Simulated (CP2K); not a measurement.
BN under changes of volume

One of the cells (8.249 Å³/atom); the others are scaled copies at fixed shape and fractional positions:

```
N B
1.0
     2.50804    0.00000    0.00000
    -1.24671    2.17623    0.00000
    -0.63067   -1.08812    3.02254
N B
1 1
Direct
  0.66851 0.33238 0.98500
  0.97964 0.98350 0.00181
```

The cell comes from a database or a generator and needn't be the stable form of this composition.

- Program: CP2K 2026.2
- Functional: PBE
- Potentials or basis: POTENTIAL_UZH N GTH-PBE-q5, B GTH-PBE-q3; TZVP-MOLOPT-PBE-GTH basis
- Density cutoff: 6123 eV
- k mesh: 13 × 13 × 9
- Occupations: fermi-dirac, width 0.05 eV
- Spin: no spin polarisation

| volume (Å³/atom) | energy over the lowest point (meV/atom) | pressure (GPa) | gap on the mesh (eV) | largest force (eV/Å) |
| --- | --- | --- | --- | --- |
| 7.754 | 46.26 | 23.9 | 2.81 | 3.141 |
| 7.919 | 25.18 | 17.1 | 2.82 | 3.001 |
| 8.084 | 10.82 | 10.9 | 2.83 | 2.869 |
| 8.249 | 2.61 | 5.2 | 2.84 | 2.743 |
| 8.414 | 0.00 | 0.0 | 2.85 | 2.624 |
| 8.579 | ? | ? | ? | ? |
| 8.744 | 9.74 | -9.2 | 2.86 | 2.404 |

Task: What does the run at 8.579 Å³/atom give?

Result: Energy over the lowest point 2.52 meV/atom; pressure -4.8 GPa; gap on the mesh 2.86 eV; largest force 2.511 eV/Å.

Worked out: A Birch-Murnaghan fit of order 3 (a polynomial in V^(-2/3)) to the other rows has its minimum at 8.41 Å³/atom with B0 = V·E''(V) = 254 GPa and B' = 3.6 at fixed shape and positions, which overstates the stiffness. It gives 2.53 meV/atom at 8.579 Å³/atom, against the run's 2.52, and -dE/dV = -4.8 GPa, against -4.8. A straight line through the other rows of the gap, of slope 0.429 eV per unit of ln V, gives 2.86 eV, against the run's 2.86.

Energies are extrapolated to zero smearing.

Caveats: an odd mesh through Γ misses points on the zone boundary, where band edges often lie; the basis of atomic orbitals isn't converged, which shifts pressures, moduli and gaps; forces of over 1 eV/Å show positions far from the minimum, so gaps and moduli don't describe the material at rest.
